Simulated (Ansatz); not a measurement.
**I (Im-3m), stationary points along a deformation path**

Method: Ansatz 0.2.0, DFT PBE+D3(BJ), scalar-relativistic, plane waves, PAW. Settings: plane waves to 420 eV, k-mesh 18×18×18 (Γ-centred), Gaussian smearing 0.15 eV. No spin polarisation. Energies are free energies at this smearing, counted from the undisturbed cell; pressure is positive in compression.

Zero of the scan (as given, not relaxed at this level; it stands at -1.9 GPa; this bcc form isn't the usual structure):

```
I
1.0
    -2.08938    2.08938    2.08938
     2.08938   -2.08938    2.08938
     2.08938    2.08938   -2.08938
I
1
Direct
  0.00000 0.00000 0.00000
```

At fixed volume and fractional coordinates, lengths along (0.000, 0.000, 1.000) are scaled against those across it; ρ is that ratio over its starting value. V = 36.485 Å³/atom. Δσ is the stress along the axis less the mean stress across it (compression positive).

```csv
ρ,ΔE (meV/atom),Δσ (GPa),space group
0.707,-59.6,-4.97,I4/mmm
0.780,-3.4,-1.99,I4/mmm
0.850,7.0,0.25,I4/mmm
0.920,1.9,0.35,I4/mmm
1.000,0.0,0.00,Im-3m
1.200,1.8,-0.52,I4/mmm
1.300,12.7,-1.09,I4/mmm
1.414,21.6,0.00,Fm-3m
```

How does the stress give the slope of the energy, and where is the energy stationary?

Along the path d ln(length) is 2/3 d ln ρ on the axis and −1/3 d ln ρ across it, so dE/d ln ρ = −(2/3) V Δσ: the energy falls with ρ where Δσ is positive. Δσ vanishes or changes sign between ρ = 0.780 and 0.850, a maximum (near 0.84 by linear interpolation); at ρ = 1.000 (Im-3m), a minimum at 0.0 meV/atom; at ρ = 1.414 (Fm-3m, an end of the scan), at 21.6 meV/atom. Pairs of stationary points between two samples would go unseen, and could change a minimum read from distant neighbours into a maximum. At ρ = 1.000, 1.414 the cell is cubic, where symmetry alone makes the stress isotropic and the slope zero.

Integrate that slope from ρ = 1 to 0.780 by the trapezoid rule.

With V/N in Å³ and 1 eV/Å³ = 160.2 GPa the slopes at ρ = 1.000, 0.920, 0.850, 0.780 are 0, -53, -38, 302 meV/atom per unit of ln ρ. The steps add 2.2 + 3.6 + (-11.4) = -5.5 meV/atom, against -3.4 from the energies; the trapezoid rule misses the curvature of the slope within each step.

Is the start the lowest point of the path?

No: ρ = 0.707 lies 59.6 meV/atom lower, behind a rise of at least 7.0 meV/atom. Volume and inner coordinates are held, so a relaxed structure there would lie lower still.

In a metal these slopes depend on the k mesh and the smearing.